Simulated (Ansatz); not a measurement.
# Sb (R-3m)

Theory: DFT r2SCAN, scalar-relativistic, plane waves, PAW (Ansatz).

Plane waves to 500 eV, a k mesh through Γ of 12×12×12 on the computed 2-atom cell and Gaussian smearing (0.10 eV); no spin polarisation.

The structure is relaxed at this level of theory with its symmetry kept.

It takes space group R-3m (No. 166, trigonal). The conventional cell has a = 4.341 Å, b = 4.341 Å, c = 11.608 Å, α = 90.00°, β = 90.00°, γ = 120.00°. Sb (site symmetry 3m) has 3 Sb at 2.92 Å as nearest neighbours.

| Property | Result |
| --- | --- |
| Volume per atom | 31.57 Å³ |
| Formation energy from the elements' standard states (uncorrected) | -0.001 eV/atom |
| Generalised Kohn–Sham band gap | none (metal) |
| Density of states at the Fermi level | 0.03 states/eV per cell (so small that it hangs on the mesh: a semimetal, or crossings between mesh points) |
| Löwdin character within 0.5 eV of the Fermi level | Sb 5p 80 %, Sb 5s 16 % |
| Bader charges (e) | Sb (2 in the cell) 0.00 |

Spin-orbit coupling is left out, which matters for the bands of heavy elements.

Cost: 6 runs of about 9.1 core-minutes in all, on Intel Xeon Platinum 8488C (Sapphire Rapids) (shared hosts).